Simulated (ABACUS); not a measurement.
The system is Bi.

```
Bi
1.0
     2.26750    1.30914    3.93800
    -2.26750    1.30914    3.93800
     0.00000   -2.61828    3.93800
Bi
2
Direct
  0.76600 0.76600 0.76600
  0.23400 0.23400 0.23400
```

```yaml
Program: ABACUS 3.10.1
Task: single point
Functional: PBEsol
Potentials_or_basis: PseudoDojo NC SR 0.4.1 PBEsol standard
Cutoff: 898 eV
Density_cutoff: 3592 eV
Basis: plane waves
k_mesh: 7 × 7 × 7
Occupations: fermi-dirac, width 0.05 eV
Spin: no spin polarisation
```

On this cell: pressure -0.3 GPa; largest force 0.152 eV/Å; band gap on the k mesh 0.26 eV, indirect (least direct gap 0.52 eV).

The same run follows on a disturbed copy (atoms moved at random, drawn with an rms of 0.05 Å):

```
Bi
1.0
     2.26750    1.30914    3.93800
    -2.26750    1.30914    3.93800
     0.00000   -2.61828    3.93800
Bi
2
Cartesian
  -0.0313 0.0662 9.1076
  -0.0144 0.0082 2.7686
```

Question: What changes?

Answer: The energy moves by +10.0 meV/atom; pressure 0.3 GPa; largest force 0.456 eV/Å; band gap on the k mesh 0.23 eV, indirect (least direct gap 0.51 eV).

Forces on the atoms (eV/Å):
```
Bi   0.044 -0.186 -0.414
Bi  -0.044  0.186  0.414
```

Stress tensor (GPa, compression positive):
```
-0.15  0.12 -0.23
 0.12  0.89  0.90
-0.23  0.90  0.25
```

Caveats: spin-orbit coupling is left out, which as a rule narrows the gap of such compounds by several tenths of an eV; an odd mesh through Γ misses points on the zone boundary, where band edges often lie.
